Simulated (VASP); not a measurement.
The system is AlN.

```
Al N
1.0
     0.00000    2.18399    2.18399
     2.18399    0.00000    2.18399
     2.18399    2.18399    0.00000
Al N
1 1
Direct
  0.00000 0.00000 0.00000
  0.25000 0.25000 0.25000
```

Measurements of this composition are mostly on another form, of space group No. 186.

Base run:

```yaml
Program: VASP 6.6.1
Functional: TB-mBJ
Potentials_or_basis: VASP PAW PBE potentials, release 64 (Al, N)
Cutoff: 520 eV
k_mesh: 10 × 10 × 10
Occupations: gaussian, width 0.02 eV
Spin: no spin polarisation
```

Its results: band gap on the k mesh 4.82 eV, indirect (least direct gap 5.33 eV).

Problem. The run is repeated on the same cell with these changes: functional from TB-mBJ to r2SCAN. What comes out?

Solution. Band gap on the k mesh 3.93 eV, indirect (least direct gap 4.89 eV).
